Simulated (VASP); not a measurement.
Input of a VASP 6.6.1 run:

Contents of INCAR:

```
SYSTEM = SnO
PREC     = Accurate       ! precision mode
ENCUT    = 520            ! plane-wave cutoff, eV
EDIFF    = 1E-6           ! SCF threshold, eV
ISMEAR   = 0              ! smearing method
SIGMA    = 0.01           ! smearing width, eV
LREAL    = .FALSE.        ! projectors in reciprocal space
LASPH    = .TRUE.         ! aspherical terms in the spheres
NELM     = 100            ! most SCF steps
ALGO     = Normal         ! electronic algorithm
ISIF     = 2              ! what is computed and relaxed
LWAVE    = .FALSE.        ! write WAVECAR
LCHARG   = .TRUE.         ! write CHGCAR
GGA      = PS             ! functional
LELF     = .TRUE.         ! ELF
LVHAR    = .TRUE.       
NBANDS   = 28             ! bands
```

The input KPOINTS:

```
Automatic mesh
0
G
  4 2 3
  0 0 0
```

Contents of POSCAR:

```
SnO
1.0
    3.3550000000      0.0000000000      0.0000000000
    0.0000000000      5.6741000000      0.0000000000
    0.0000000000      0.0000000000      4.2219700000
Sn O
2 2
Direct
    0.9891500000      0.2072700000      0.5201300000
    0.4867500000      0.7625300000      0.9843657187
    0.0067200000      0.8917900000      0.7603100000
    0.4834700000      0.1168400000      0.2551800000
```

Potentials or basis: VASP PAW PBE potentials, release 64 (Sn_d, O).

Run with:

```sh
$ cat potpaw_PBE.64/Sn_d/POTCAR potpaw_PBE.64/O/POTCAR > POTCAR
$ mpirun -np 1 vasp_std > vasp.out
```

Question: Estimate the largest force.

Answer: 1.918 eV/Å.

Question: Predict the pressure.

Answer: 3.4 GPa.

Question: Estimate the band gap on the k mesh.

Answer: 1.44 eV, indirect (least direct gap 2.29 eV).

Stress tensor (GPa, compression positive):
```
 4.73 -0.83  0.94
-0.83  2.50 -3.88
 0.94 -3.88  2.91
```

Caveat: the k mesh is coarse (spacing up to 0.55 Å⁻¹), so the values aren't converged; the PAW data sets were made with another functional, which shifts forces and pressure a little; spin-orbit coupling is left out, which moves the levels of the heavy elements; an odd mesh through Γ misses points on the zone boundary, where band edges often lie.
